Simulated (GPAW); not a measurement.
# KI (Fm-3m) in GPAW: a series of runs

The runs below take KI through single point, with HSE06, LDA.

Everything below comes from runs of GPAW 26.7.0. Logs are shortened: lines on timing, memory, paths and dates and some standing lists are left out, and cuts for length are marked. The log counts tension as positive stress, the text compression.

**What was measured.**

From a printed reference work, monograph, for a bulk crystal of KI: band gap 6.32 eV.

The results are compared with them further down.

### Step 1. The structure

Symmetry: Fm-3m, No. 225, cubic system. Conventional cell: a = 7.066 Å, b = 7.066 Å, c = 7.066 Å, α = 90.00°, β = 90.00°, γ = 90.00°. I (site symmetry m-3m) is surrounded by 6 K at 3.53 Å. Around K (site symmetry m-3m) lie 6 I at 3.53 Å.

### Step 2. Single point, HSE06

The input, run.py:

```python
from ase import Atoms
from ase.dft.bandgap import bandgap
from ase.io import write
from ase.parallel import parprint
from gpaw import GPAW, PW

atoms = Atoms(['I', 'K'],
              cell=[[0.0, 3.532775, 3.532775],
                    [3.532775, 0.0, 3.532775],
                    [3.532775, 3.532775, 0.0]],
              scaled_positions=[[0.5, 0.5, 0.5],
                                [0.0, 0.0, 0.0]],
              pbc=True)

calc = GPAW(mode=PW(450),
            xc='HSE06',
            kpts={'size': (4, 4, 4), 'gamma': True},
            occupations={'name': 'fermi-dirac', 'width': 0.05},
            nbands=13,
            convergence={'density': 1e-05, 'energy': 1e-05},
            maxiter=60,
            txt='gpaw.txt')
atoms.calc = calc
energy = atoms.get_potential_energy()
forces = atoms.get_forces()
calc.write('gs.gpw')
write('result.traj', atoms)
parprint(f'Energy: {energy:.6f} eV')
parprint('Forces (eV/A):')
parprint(forces.round(4))
parprint('Fermi level:', round(calc.get_fermi_level(), 4), 'eV')
parprint(f'Gap: {bandgap(calc)[0]:.4f} eV, direct: {bandgap(calc, direct=True)[0]:.4f} eV')
```

Potentials or basis: GPAW PAW data sets (gpaw-data 1.2.1), pw.

The run is started by

```
> OMP_NUM_THREADS=1 mpirun -n 8 gpaw python run.py
```

gpaw.txt:

```text
__  _  _
 | _ |_)|_||  |
 |__||  | ||/\| - 26.7.0

Input parameters:
  mode=PW(ecut=450.00000000000006),
  convergence={'density': 1e-05, 'energy': 1e-05},
  kpts=MonkhorstPack(size=(4, 4, 4), gamma=True),
  maxiter=60,
  nbands=13,
  occupations=Occupations(name='fermi-dirac', width=0.05),
  xc=XC(name='HSE06')

Diagonalizing LCAO Hamiltonian
Converting LCAO to pw mode

                   I

       K

Atoms  # Å, Bohr magnetons
|   | symbol |        x |        y |        z |    initial magnetic moments |
|---|--------|----------|----------|----------|-----------------------------|
| 0 |      I | 3.532775 | 3.532775 | 3.532775 | ( 0.0000,  0.0000,  0.0000) |
| 1 |      K | 0.000000 | 0.000000 | 0.000000 | ( 0.0000,  0.0000,  0.0000) |

Unit cell  # Å
| periodic |        x |        y |        z |  lengths |    angles |
|----------|----------|----------|----------|----------|-----------|
|      yes | 0.000000 | 3.532775 | 3.532775 | 4.996098 | 60.000000 |
|      yes | 3.532775 | 0.000000 | 3.532775 | 4.996098 | 60.000000 |
|      yes | 3.532775 | 3.532775 | 0.000000 | 4.996098 | 60.000000 |

Number of symmetries: 48
Symmetry operations  # r_c * U_cc + t_c -> r_c
|    | kind |            matrix            |
|----|------|------------------------------|
|  0 |  σ   |  1, 0, 0,  1, 0,-1,  1,-1, 0 |
|  1 |  C2  |  1, 0, 0,  1,-1, 0,  1, 0,-1 |
|  2 |  E   |  1, 0, 0,  0, 1, 0,  0, 0, 1 |
|  3 |  σ   |  1, 0, 0,  0, 0, 1,  0, 1, 0 |
|  4 |  C4  |  1, 0,-1,  1, 0, 0,  1,-1, 0 |
|  5 |  S6  |  1, 0,-1,  1,-1, 0,  1, 0, 0 |
|  6 |  σ   |  1, 0,-1,  0, 1,-1,  0, 0,-1 |
|  7 |  C3  |  1, 0,-1,  0, 0,-1,  0, 1,-1 |
|  8 |  S6  |  1,-1, 0,  1, 0, 0,  1, 0,-1 |
|  9 |  C4  |  1,-1, 0,  1, 0,-1,  1, 0, 0 |
| 10 |  C3  |  1,-1, 0,  0,-1, 1,  0,-1, 0 |
| 11 |  σ   |  1,-1, 0,  0,-1, 0,  0,-1, 1 |
| 12 |  σ   |  0, 1, 0,  1, 0, 0,  0, 0, 1 |
| 13 |  C4  |  0, 1, 0,  0, 1,-1, -1, 1, 0 |
| 14 |  C3  |  0, 1, 0,  0, 0, 1,  1, 0, 0 |
| 15 |  S6  |  0, 1, 0, -1, 1, 0,  0, 1,-1 |
| 16 |  C2  |  0, 1,-1,  1, 0,-1,  0, 0,-1 |
| 17 |  σ   |  0, 1,-1,  0, 1, 0, -1, 1, 0 |
| 18 |  S4  |  0, 1,-1,  0, 0,-1,  1, 0,-1 |
| 19 |  C4  |  0, 1,-1, -1, 1, 0,  0, 1, 0 |
| 20 |  C3  |  0, 0, 1,  1, 0, 0,  0, 1, 0 |
| 21 |  σ   |  0, 0, 1,  0, 1, 0,  1, 0, 0 |
| 22 |  S6  |  0, 0, 1,  0,-1, 1, -1, 0, 1 |
| 23 |  C4  |  0, 0, 1, -1, 0, 1,  0,-1, 1 |
| 24 |  S4  |  0, 0,-1,  1, 0,-1,  0, 1,-1 |
| 25 |  C3  |  0, 0,-1,  0, 1,-1,  1, 0,-1 |
| 26 |  C2  |  0, 0,-1,  0,-1, 0, -1, 0, 0 |
| 27 |  S6  |  0, 0,-1, -1, 0, 0,  0,-1, 0 |
| 28 |  S4  |  0,-1, 1,  1,-1, 0,  0,-1, 0 |
| 29 |  C4  |  0,-1, 1,  0, 0, 1, -1, 0, 1 |
| 30 |  C2  |  0,-1, 1,  0,-1, 0,  1,-1, 0 |
| 31 |  σ   |  0,-1, 1, -1, 0, 1,  0, 0, 1 |
| 32 |  C3  |  0,-1, 0,  1,-1, 0,  0,-1, 1 |
| 33 |  S6  |  0,-1, 0,  0, 0,-1, -1, 0, 0 |
| 34 |  S4  |  0,-1, 0,  0,-1, 1,  1,-1, 0 |
| 35 |  C2  |  0,-1, 0, -1, 0, 0,  0, 0,-1 |
| 36 |  C2  | -1, 1, 0,  0, 1, 0,  0, 1,-1 |
| 37 |  S6  | -1, 1, 0,  0, 1,-1,  0, 1, 0 |
| 38 |  S4  | -1, 1, 0, -1, 0, 1, -1, 0, 0 |
| 39 |  C3  | -1, 1, 0, -1, 0, 0, -1, 0, 1 |
| 40 |  S6  | -1, 0, 1,  0, 0, 1,  0,-1, 1 |
| 41 |  C2  | -1, 0, 1,  0,-1, 1,  0, 0, 1 |
| 42 |  C3  | -1, 0, 1, -1, 1, 0, -1, 0, 0 |
| 43 |  S4  | -1, 0, 1, -1, 0, 0, -1, 1, 0 |
| 44 |  C2  | -1, 0, 0,  0, 0,-1,  0,-1, 0 |
| 45 |  i   | -1, 0, 0,  0,-1, 0,  0, 0,-1 |
| 46 |  σ   | -1, 0, 0, -1, 1, 0, -1, 0, 1 |
| 47 |  C2  | -1, 0, 0, -1, 0, 1, -1, 1, 0 |

BZ-sampling:
  Number of BZ points: 64
  Number of IBZ points: 8

  Monkhorst-Pack size: [4, 4, 4]
  Monkhorst-Pack shift: [0.125, 0.125, 0.125]

K-points  # in reciprocal-cell coordinates
|   |                                coordinates |     weight |
|---|--------------------------------------------|------------|
| 0 | (  0.00000000,   0.00000000,   0.00000000) | 0.01562500 |
| 1 | (  0.25000000,   0.25000000,   0.00000000) | 0.09375000 |
| 2 | (  0.25000000,   0.25000000,   0.25000000) | 0.12500000 |
| 3 | (  0.50000000,   0.25000000,  -0.25000000) | 0.09375000 |
| 4 | (  0.50000000,   0.25000000,   0.25000000) | 0.18750000 |
| 5 | (  0.50000000,   0.50000000,   0.00000000) | 0.04687500 |
| 6 | (  0.50000000,   0.50000000,   0.25000000) | 0.37500000 |
| 7 | (  0.50000000,   0.50000000,   0.50000000) | 0.06250000 |

Plane wave coefficients: 1924
Cutoff: 450.00000000000006 eV

Spin-components: 1 (collinear spins)
Bands:           13
Projectors:      10
Spin-degeneracy: 2
Datatype:        complex128

Parallelization:
  kpt:    8
  domain: 1
  band:   1

Density:
  Valence electrons: 16.0
  Components: 1
  Grid points: [25 25 25]
  Charge: 0.0  # |e|

Potential:
  Grid points: [25 25 25]

species:
  I:
    name:    Iodine
    Z:       53.0
    valence: 7
    core:    46
    charge:  0.0  # [|e|]
    compensation charges:
      type: gauss
      rc: 0.37  # [Å]
      lmax: 2
    cutoffs:
      filter: 2.06  # [Å]
      core: 2.90  # [Å]
    projectors
    | kind |    occ | energy [eV] | rcut [Å] |
    |------|--------|-------------|----------|
    |   5s |  2.000 |     -17.382 |    1.164 |
    |   5p |  5.000 |      -7.088 |    1.164 |
    |    s |        |       9.829 |    1.164 |
    |    p |        |      20.123 |    1.164 |
    |    d |        |       0.000 |    1.164 |

    Using partial waves for I as LCAO basis

  K:
    name:    Potassium
    Z:       19.0
    valence: 9
    core:    10
    charge:  0.0  # [|e|]
    compensation charges:
      type: gauss
      rc: 0.35  # [Å]
      lmax: 2
    cutoffs:
      filter: 1.91  # [Å]
      core: 1.27  # [Å]
    projectors
    | kind |    occ | energy [eV] | rcut [Å] |
    |------|--------|-------------|----------|
    |   3s |  2.000 |     -35.338 |    1.122 |
    |   4s |  1.000 |      -2.319 |    1.122 |
    |   3p |  6.000 |     -18.813 |    1.106 |
    |    p |        |       8.398 |    1.106 |
    |    d |        |       0.000 |    0.937 |

    Using partial waves for K as LCAO basis

Reference energy: -209923.048885  # eV

eigensolver:
  PPCG
  Converge bands: occupied
  niter=2

density mixing:
  MSR1-Mixer
  Pratt-step length: 0.05
  Maximum mixing coefficient: 0.75
  Old densities: 10
  SVD Regularization: 0.005
  Good broyden scale: 1.0
  Trust region scale: 1.0
  Backstep threshold: 4.0
  History deletion threshold: 6.0
  Fourier metric: weight=20.0, sigma=0.015

occupation numbers:
  Fermi-Dirac:
    width: 0.0500  # eV

poisson solver:
  ecut: 3600.0000000000005  # eV

xc functional:
  name: HYB_GGA_XC_HSE06 with 2 nearest neighbor stencil

convergence criteria:
- Maximum integral of absolute [dens]ity change: 1e-05 electrons / valence electron
- Maximum [total energy] change in last 3 cyles: 1e-05 eV / valence electron
- Maximum integral of absolute [eigenst]ate change: 4e-08 eV^2 / valence electron
maximum number of iterations: 60

IBZ(<points: 8, symmetries: 48>)
Occupied bands: 8
SCF iterations
|iter     | |      energy | eigst |  dens |
|---------|-|-------------|-------|-------|
|iter:   1| |-1441.141947 | +0.20 |       |
|iter:   2| |  -32.135655 | -0.52 | -0.90 |
|iter:   3| |  -32.385817 | -1.84 | -1.32 |
|iter:   4| |  -32.338289 | -2.77 | -1.37 |
|iter:   5| |  -32.309704 | -2.64 | -1.48 |
|iter:   6| |  -32.308370 | -2.90 | -1.64 |
|iter:   7| |  -32.307634 | -3.68 | -1.79 |
|iter:   8| |  -32.307954 | -4.57 | -2.68 |
|iter:   9| |  -32.307906 | -5.93 | -2.74 |
|iter:  10| |  -32.307843c| -5.84 | -2.80 |
|iter:  11| |  -32.307823c| -6.26 | -2.93 |
|iter:  12| |  -32.307779c| -5.36 | -2.98 |
|iter:  13| |  -32.307773c| -6.01 | -3.51 |
|iter:  14| |  -32.307773c| -7.25 | -4.33 |
|iter:  15| |  -32.307774c| -8.33c| -4.80 |
|iter:  16| |  -32.307774c| -9.60c| -5.07c|

Converged in 16 steps
Energy contributions relative to reference atoms: (reference = -209923.048885)

Energy contributions:
  Kinetic:          -5.261105
  Coulomb:           5.949448
  Zero:             -0.977844
  External:          0.000000
  Xc:             1401.311381
  Entropy:          -0.000000
  Spinorbit:         0.000000
  Hybrid_Xc_Cc:     -1385.121614
  Hybrid_Xc_Vc:       -13.299200
  Hybrid_Xc_Vv:       -34.908839
  ----------------------------
  Free energy:     -32.307774
  Extrapolated:    -32.307774

dipole moment: (-25.759859, -25.759859, -25.759859)  # |e|*Ang

Fermi level: 2.227
Eigenvalues  # (at kpt = [0.000, 0.000, 0.000])
| band index |      eig [eV] | occ [0-2] |
|------------|---------------|-----------|
|          0 |       -31.035 |     2.000 |
|          1 |       -13.188 |     2.000 |
|          2 |       -13.188 |     2.000 |
|          3 |       -13.188 |     2.000 |
|          4 |       -11.588 |     2.000 |
|          5 |        -0.217 |     2.000 |
|          6 |        -0.217 |     2.000 |
|          7 |        -0.217 |     2.000 |
|          8 |         4.675 |     0.000 |
|          9 |         7.368 |     0.000 |
|         10 |         7.368 |     0.000 |
|         11 |         7.368 |     0.000 |
|         12 |         8.220 |     0.000 |

Gap: 4.892 eV
Transition (v -> c):
  (s=0, k=0, n=7, [0.00, 0.00, 0.00]) -> (s=0, k=0, n=8, [0.00, 0.00, 0.00])
No difference between direct/indirect transitions

Forces  # eV/Ang
|        x |       y |        z |
|----------|---------|----------|
|  0.00000 | 0.00000 | -0.00000 |  # I    0
| -0.00000 | 0.00000 | -0.00000 |  # K    1

# Writing to gs.gpw (mode='')
```

Wall time 5.3 min (8 MPI ranks of Intel Xeon Platinum 8259CL at 2.50GHz (Skylake/Cascade Lake), shared host); peak memory 0.2 GiB.

What came out:

| Quantity | Value |
| --- | --- |
| Free energy | -32.3078 eV |
| Band gap on the k mesh | 4.89 eV, direct |

Caveat: exact exchange converges slowly with the k mesh, and this mesh is small; the PAW data sets were made with another functional, which shifts forces and pressure a little; spin-orbit coupling is left out, which moves the levels of the heavy elements.

### Step 3. Single point, LDA

The input, run.py:

```python
from ase import Atoms
from ase.dft.bandgap import bandgap
from ase.io import write
from ase.units import GPa
from gpaw import GPAW, PW

atoms = Atoms(['I', 'K'],
              cell=[[0.0, 3.532775, 3.532775],
                    [3.532775, 0.0, 3.532775],
                    [3.532775, 3.532775, 0.0]],
              scaled_positions=[[0.5, 0.5, 0.5],
                                [0.0, 0.0, 0.0]],
              pbc=True)

calc = GPAW(mode=PW(450),
            xc='LDA',
            kpts={'size': (5, 5, 5), 'gamma': True},
            occupations={'name': 'fermi-dirac', 'width': 0.05},
            nbands=16,
            maxiter=120,
            txt='gpaw.txt')
atoms.calc = calc
energy = atoms.get_potential_energy()
forces = atoms.get_forces()
stress = atoms.get_stress()
calc.write('gs.gpw')
write('result.traj', atoms)
print(f'Energy: {energy:.6f} eV')
print('Forces (eV/A):')
print(forces.round(4))
print('Stress (GPa):', (stress / GPa).round(3))
print('Fermi level:', round(calc.get_fermi_level(), 4), 'eV')
print(f'Gap: {bandgap(calc)[0]:.4f} eV, direct: {bandgap(calc, direct=True)[0]:.4f} eV')
```

Potentials or basis: the program's PAW data sets (release 1.2.1) made for this functional, pw.

The run is started by

```
> OMP_NUM_THREADS=1 python run.py
```

gpaw.txt:

```text
__  _  _
 | _ |_)|_||  |
 |__||  | ||/\| - 26.7.0

Input parameters:
  mode=PW(ecut=450.00000000000006),
  kpts=MonkhorstPack(size=(5, 5, 5), gamma=True),
  maxiter=120,
  nbands=16,
  occupations=Occupations(name='fermi-dirac', width=0.05),
  xc=XC(name='LDA')

Diagonalizing LCAO Hamiltonian
Converting LCAO to pw mode

                   I

       K

Atoms  # Å, Bohr magnetons
|   | symbol |        x |        y |        z |    initial magnetic moments |
|---|--------|----------|----------|----------|-----------------------------|
| 0 |      I | 3.532775 | 3.532775 | 3.532775 | ( 0.0000,  0.0000,  0.0000) |
| 1 |      K | 0.000000 | 0.000000 | 0.000000 | ( 0.0000,  0.0000,  0.0000) |

Unit cell  # Å
| periodic |        x |        y |        z |  lengths |    angles |
|----------|----------|----------|----------|----------|-----------|
|      yes | 0.000000 | 3.532775 | 3.532775 | 4.996098 | 60.000000 |
|      yes | 3.532775 | 0.000000 | 3.532775 | 4.996098 | 60.000000 |
|      yes | 3.532775 | 3.532775 | 0.000000 | 4.996098 | 60.000000 |

Number of symmetries: 48
Symmetry operations  # r_c * U_cc + t_c -> r_c
|    | kind |            matrix            |
|----|------|------------------------------|
|  0 |  σ   |  1, 0, 0,  1, 0,-1,  1,-1, 0 |
|  1 |  C2  |  1, 0, 0,  1,-1, 0,  1, 0,-1 |
|  2 |  E   |  1, 0, 0,  0, 1, 0,  0, 0, 1 |
|  3 |  σ   |  1, 0, 0,  0, 0, 1,  0, 1, 0 |
|  4 |  C4  |  1, 0,-1,  1, 0, 0,  1,-1, 0 |
|  5 |  S6  |  1, 0,-1,  1,-1, 0,  1, 0, 0 |
|  6 |  σ   |  1, 0,-1,  0, 1,-1,  0, 0,-1 |
|  7 |  C3  |  1, 0,-1,  0, 0,-1,  0, 1,-1 |
[... 163 lines left out ...]
convergence criteria:
- Maximum [total energy] change in last 3 cyles: 0.0005 eV / valence electron
- Maximum integral of absolute [dens]ity change: 0.0001 electrons / valence electron
- Maximum integral of absolute [eigenst]ate change: 4e-08 eV^2 / valence electron
maximum number of iterations: 120

SCF iterations
|iter     | |      energy | eigst |  dens |
|---------|-|-------------|-------|-------|
|iter:   1| |   -6.407402 | -0.39 |       |
|iter:   2| |   -6.397312 | -2.28 | -1.39 |
|iter:   3| |   -6.317668 | -2.31 | -1.42 |
|iter:   4| |   -6.315116 | -3.48 | -1.80 |
|iter:   5| |   -6.315047c| -4.82 | -2.23 |
|iter:   6| |   -6.315052c| -6.15 | -2.93 |
|iter:   7| |   -6.315052c| -7.69c| -3.77 |
|iter:   8| |   -6.315052c| -7.78c| -4.26c|

Converged in 8 steps
Energy contributions relative to reference atoms: (reference = -209724.155214)

Energy contributions:
  Kinetic:           2.344300
  Coulomb:          -2.165055
  Zero:             -0.656820
  External:          0.000000
  Xc:               -5.837477
  Entropy:          -0.000000
  Spinorbit:         0.000000
  ----------------------------
  Free energy:      -6.315052
  Extrapolated:     -6.315052

dipole moment: (-25.670781, -25.670781, -25.670781)  # |e|*Ang

Fermi level: 1.870
Eigenvalues  # (at kpt = [0.000, 0.000, 0.000])
| band index |      eig [eV] | occ [0-2] |
|------------|---------------|-----------|
|          0 |       -27.958 |     2.000 |
|          1 |       -11.676 |     2.000 |
|          2 |       -11.676 |     2.000 |
|          3 |       -11.676 |     2.000 |
|          4 |       -10.386 |     2.000 |
|          5 |         0.206 |     2.000 |
[... 8 lines left out ...]
|         14 |         9.757 |     0.000 |
|         15 |        12.698 |     0.000 |

Gap: 3.615 eV
Transition (v -> c):
  (s=0, k=0, n=7, [0.00, 0.00, 0.00]) -> (s=0, k=0, n=8, [0.00, 0.00, 0.00])
No difference between direct/indirect transitions

Forces  # eV/Ang
|       x |        y |        z |
|---------|----------|----------|
| 0.00000 | -0.00000 |  0.00000 |  # I    0
| 0.00000 | -0.00000 | -0.00000 |  # K    1

Stress tensor  # eV/Ang^3
|        x |         y |         z |
|----------|-----------|-----------|
| 0.009636 |  0.000000 |  0.000000 |
| 0.000000 |  0.009636 | -0.000000 |
| 0.000000 | -0.000000 |  0.009636 |

# Writing to gs.gpw (mode='')
```

stdout:

```text
Energy: -6.315052 eV
Forces (eV/A):
[[ 0. -0.  0.]
 [ 0. -0. -0.]]
Stress (GPa): [ 1.544  1.544  1.544 -0.     0.     0.   ]
Fermi level: 1.8704 eV
Gap: 3.6155 eV, direct: 3.6155 eV
```

It took 4.2 s on 1 thread of Arm Neoverse V2, shared host; peak memory 0.14 GiB.

What came out:

| Item | Value |
| --- | --- |
| Free energy | -6.3151 eV |
| Pressure | -1.5 GPa |
| Band gap on the k mesh | 3.62 eV, direct |

Levels at points of the mesh, in eV from the valence-band top:
| k point | band 6 | band 7 | band 8 | band 9 | band 10 | band 11 |
| --- | --- | --- | --- | --- | --- | --- |
| (0.00, 0.00, 0.00) | 0.00 | 0.00 | 0.00 | 3.62 | 6.30 | 6.30 |

Caveat: the cutoff is short for stress and forces, so pressures can be off by a GPa or more; spin-orbit coupling is left out, which moves the levels of the heavy elements.

### Step 4. How close it comes

Step 2. A measured gap of KI is 6.32 eV (a printed reference work, monograph); the calculated 4.89 eV misses it by -1.43 eV. Spin-orbit coupling on I is left out. The value is that of HSE06, without temperature or zero-point motion.

Step 3. Against the measured gap of KI, 6.32 eV (a printed reference work, monograph), the calculated 3.62 eV is off by -2.70 eV. Spin-orbit coupling on I is left out. The value is that of LDA, without temperature or zero-point motion. Semilocal functionals fall short of measured gaps as a rule.
